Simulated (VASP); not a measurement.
# From VASP inputs to Ansatz: CaSe (zincblende)

INCAR

```
LREAL = .FALSE.
GGA = CA
ISMEAR = 0
NSW = 0
PREC = Accurate
NELM = 120
ISIF = 2
LWAVE = .FALSE.
LCHARG = .FALSE.
NBANDS = 15
IBRION = -1
LASPH = .TRUE.
SIGMA = 0.01
EDIFF = 1E-7
ENCUT = 520
```

KPOINTS

```
KPOINTS created by Atomic Simulation Environment
0
Gamma
6 6 6
0 0 0
```

KPOINTS_OPT

```
special points
7
Reciprocal
0.0000000000 0.0000000000 0.0000000000 1
0.5000000000 0.0000000000 0.5000000000 1
0.5000000000 0.2500000000 0.7500000000 1
0.3750000000 0.3750000000 0.7500000000 1
0.5000000000 0.5000000000 0.5000000000 1
0.6250000000 0.2500000000 0.6250000000 1
0.2625000000 0.2625000000 0.5250000000 1
```

POSCAR

```
Ca Se
 1.0000000000000000
     0.0000000000000000    3.2795613700259110    3.2795613700259110
     3.2795613700259110    0.0000000000000000    3.2795613700259110
     3.2795613700259110    3.2795613700259110    0.0000000000000000
 Ca  Se
   1   1
Cartesian
  0.0000000000000000  0.0000000000000000  0.0000000000000000
  1.6397806850129553  1.6397806850129553  1.6397806850129553
```

VASP ran with the recommended LDA PAW datasets (16 valence electrons in the cell).

Q: Translate these files to an Ansatz input.

A: 

```yaml
crystal:
  lattice:
    - [0.0, 3.27956137, 3.27956137]
    - [3.27956137, 0.0, 3.27956137]
    - [3.27956137, 3.27956137, 0.0]
  atoms:
    - { symbol: Ca, position: [0.0, 0.0, 0.0] }
    - { symbol: Se, position: [0.25, 0.25, 0.25] }
kpoints:
  mp_grid: { grid: [6, 6, 6] }
  band_path:
    path:
      - [0.0, 0.0, 0.0]
      - [0.5, 0.0, 0.5]
      - [0.5, 0.25, 0.75]
      - [0.375, 0.375, 0.75]
      - [0.5, 0.5, 0.5]
      - [0.625, 0.25, 0.625]
      - [0.2625, 0.2625, 0.525]
    npoints: 1
hamiltonian:
  xc: lda
scf:
  occupations: { method: fixed }
  n_extra_bands: 4
output:
  forces: true
  stress: true
  eigenvalues: true
```

Other inputs would serve too.

```json
{"": "gap between bands v and c", "VASP": "2.95 eV", "Ansatz": "2.93 eV"}
{"": "least direct gap", "VASP": "3.05 eV", "Ansatz": "3.03 eV"}
{"": "pressure", "VASP": "-2.0 GPa", "Ansatz": "-2.2 GPa"}
```

Datasets and cutoffs are each program's own. VASP's cell holds 16 valence electrons and Ansatz's 26. LDA means the Perdew–Zunger form with relativistic exchange in VASP and the Perdew–Wang form in Ansatz. Ansatz's stress includes a Pulay correction; VASP's doesn't.
